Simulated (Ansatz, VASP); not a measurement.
**One calculation of MgI2, two programs**

The input INCAR:

```
SYSTEM = MgI2
PREC     = Accurate       ! precision mode
ENCUT    = 520            ! plane-wave cutoff, eV
EDIFF    = 1E-6           ! SCF threshold, eV
ISMEAR   = 0              ! smearing method
SIGMA    = 0.05           ! smearing width, eV
LREAL    = .False.        ! projectors in reciprocal space
LASPH    = .True.         ! aspherical terms in the spheres
NELM     = 80             ! most SCF steps
ALGO     = Normal         ! electronic algorithm
ISIF     = 2              ! what is computed and relaxed
LWAVE    = .False.        ! write WAVECAR
LCHARG   = .True.         ! write CHGCAR
GGA      = PE             ! functional
LELF     = .True.         ! ELF
LVHAR    = .True.       
NBANDS   = 15             ! bands
```

The input KPOINTS:

```
Automatic mesh
0
Gamma
  6 6 4
  0 0 0
```

Contents of POSCAR:

```
MgI2
1.0
    4.2160056232      0.0000000000      0.0000000000
   -2.1080028116      3.6511679722      0.0000000000
    0.0000000000      0.0000000000      6.6561400000
Mg I
1 2
Direct
    0.0000000000      0.0000000000      0.0000000000
    0.3333333333      0.6666666667      0.7576300000
    0.6666666667      0.3333333333      0.2423700000
```

Input for Ansatz:

```yaml
crystal:
  lattice:
    - [4.2160056232, 0.0, 0.0]
    - [-2.1080028116, 3.6511679722, 0.0]
    - [0.0, 0.0, 6.65614]
  atoms:
    - { symbol: Mg, position: [0.0, 0.0, 0.0] }
    - { symbol: I, position: [0.3333333333, 0.6666666667, 0.75763] }
    - { symbol: I, position: [0.6666666667, 0.3333333333, 0.24237] }
basis:
  ecutwfc: 420
kpoints:
  mp_grid: { grid: [6, 6, 4] }
hamiltonian:
  xc: pbe
scf:
  occupations: { method: gaussian, width: 0.05 }
output:
  forces: true
  stress: true
  eigenvalues: true
```

Change from the starting cell: strain +0.015 along x and y, -0.030 along z, atoms carried along.

Alike in both runs: task single point; functional PBE; k mesh 6 × 6 × 4; occupations gaussian, width 0.05 eV; no spin polarisation.

|  | VASP | Ansatz |
| --- | --- | --- |
| version | VASP 6.6.1 | Ansatz 0.2.0 |
| potentials or method | VASP PAW PBE potentials, release 64 (Mg, I) | scalar-relativistic, plane waves, PAW |
| plane-wave cutoff (eV) | 520 | 420 |
| valence electrons in the cell | 16 | 44 |

|  | VASP | Ansatz | Ansatz less VASP |
| --- | --- | --- | --- |
| gap on the k mesh at the Fermi level (eV) | 3.29 | 3.31 | +0.019 |
| least direct gap on the mesh (eV) | 3.39 | 3.41 | +0.018 |
| pressure (GPa) | 1.2 | 1.3 | +0.06 |
| largest component of the traceless stress (GPa) | 1.03 | 1.02 | -0.007 |
| rms of the force components (eV/Å) | 0.064 | 0.069 | +0.0046 |

Atom by atom the forces differ by 0.005 eV/Å (rms over components). The two sets of potentials don't hold the same shells in valence.

Caveats: spin-orbit coupling is left out, which moves the levels of the heavy elements; this functional lacks dispersion, which binds the layers, so the pressure and a relaxed spacing across them are unreliable. A k mesh can miss the band edges.
